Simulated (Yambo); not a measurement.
Here is a Yambo 5.3.0 calculation.

Contents of bse2.in:

```
optics
bse
bss
rim_cut
em1s
RandQpts= 1000000
RandGvec= 50 RL
Chimod= "HARTREE"
% BndsRnXs
 1 | 29 |
%
NGsBlkXs= 5 Ry
% LongDrXs
 1 | 0 | 0 |
%
BSKmod= "SEX"
BSEmod= "retarded"
BSSmod= "d"
% BSEQptR
 1 | 1 |
%
% BSEBands
 3 | 6 |
%
BSENGexx= 20 Ry
BSENGBlk= 5 Ry
% BEnRange
 0 | 20 | eV
%
% BDmRange
 0.1 | 0.1 | eV
%
BEnSteps= 200
% BLongDir
 1 | 0 | 0 |
%
BSEprop= "abs"
WRbsWF
% KfnQP_E
 1.18 | 1.0 | 1.0 |
%
```

File scf.in:

```
&CONTROL
  calculation = 'scf'
  prefix = 'pwscf'
  outdir = './tmp'
  pseudo_dir = './pseudo'
/
&SYSTEM
  ibrav = 0
  nat = 2
  ntyp = 2
  ecutwfc = 82
  nbnd = 9
  occupations = 'smearing'
  smearing = 'fd'
  degauss = 0.00367493
  force_symmorphic = .true.
/
&ELECTRONS
  conv_thr = 4d-10
  electron_maxstep = 120
  mixing_beta = 0.5
/
ATOMIC_SPECIES
Si    28.0850 Si.upf
C     12.0110 C.upf
CELL_PARAMETERS angstrom
   0.0000000000    2.1790000000    2.1790000000
   2.1790000000    0.0000000000    2.1790000000
   2.1790000000    2.1790000000    0.0000000000
ATOMIC_POSITIONS crystal
Si     0.0000000000    0.0000000000    0.0000000000
C      0.7500000000    0.7500000000    0.7500000000
K_POINTS automatic
10 10 10 0 0 0
```

File nscf.in:

```
&CONTROL
  calculation = 'nscf'
  prefix = 'pwscf'
  outdir = './tmp'
  pseudo_dir = './pseudo'
/
&SYSTEM
  ibrav = 0
  nat = 2
  ntyp = 2
  ecutwfc = 82
  nbnd = 124
  occupations = 'fixed'
  force_symmorphic = .true.
/
&ELECTRONS
  conv_thr = 1d-08
  diago_full_acc = .true.
  diago_thr_init = 1d-06
/
ATOMIC_SPECIES
Si    28.0850 Si.upf
C     12.0110 C.upf
CELL_PARAMETERS angstrom
   0.0000000000    2.1790000000    2.1790000000
   2.1790000000    0.0000000000    2.1790000000
   2.1790000000    2.1790000000    0.0000000000
ATOMIC_POSITIONS crystal
Si     0.0000000000    0.0000000000    0.0000000000
C      0.7500000000    0.7500000000    0.7500000000
K_POINTS automatic
6 6 6 0 0 0
```

Potentials or basis: PseudoDojo 0.4.1 SR PBEsol standard.

Launch:

```sh
$ OMP_NUM_THREADS=1 pw.x -in scf.in > scf.out
$ OMP_NUM_THREADS=1 pw.x -in nscf.in > nscf.out
$ cd tmp/pwscf.save; p2y; mv SAVE ../..; cd ../..
$ OMP_NUM_THREADS=1 yambo
$ mkdir -p bse2; ln -s $PWD/g0w00/ndb.RIM bse2/
$ OMP_NUM_THREADS=1 yambo -F bse2.in -J bse2 -C bse2_out
$ OMP_NUM_THREADS=1 ypp -J bse2 -C bse2_out -e s -b 1
```

Q: Predict the exciton binding energy.

A: 0.31 eV.

Q: Estimate the lowest exciton energy.

A: 5.33 eV.

Q: Predict the lowest bright exciton energy.

A: 5.34 eV.

Q: What does it give for the band gap on the k mesh, mean-field level?

A: 1.24 eV, indirect (least direct gap 4.46 eV).

Lowest exciton energies (eV): 5.33, 5.33, 5.33, 5.34, 5.34, 5.34, 6.01, 6.01

Caveat: the scissor is the correction of the direct gap in an earlier G0W0 run on the same states; exciton energies and binding change strongly with the k mesh and aren't converged on this one; spectra need much finer meshes, so this one isn't converged.

**What was measured.**

From “Insight into the structural, elastic and electronic properties of a new orthorhombic 6O-SiC polytype”, 2020, pmc:7200658, for a bulk crystal of SiC: band gap 2.4 eV (indirect).

A measured gap of SiC is 2.4 eV (indirect; quoted in “Insight into the structural, elastic and electronic properties of a new orthorhombic 6O-SiC polytype”, 2020, pmc:7200658); the calculated 1.24 eV misses it by -1.16 eV. The value is that of PBEsol on a finite k mesh, which can miss the band edges, without temperature or zero-point motion. Semilocal functionals fall short of measured gaps as a rule.
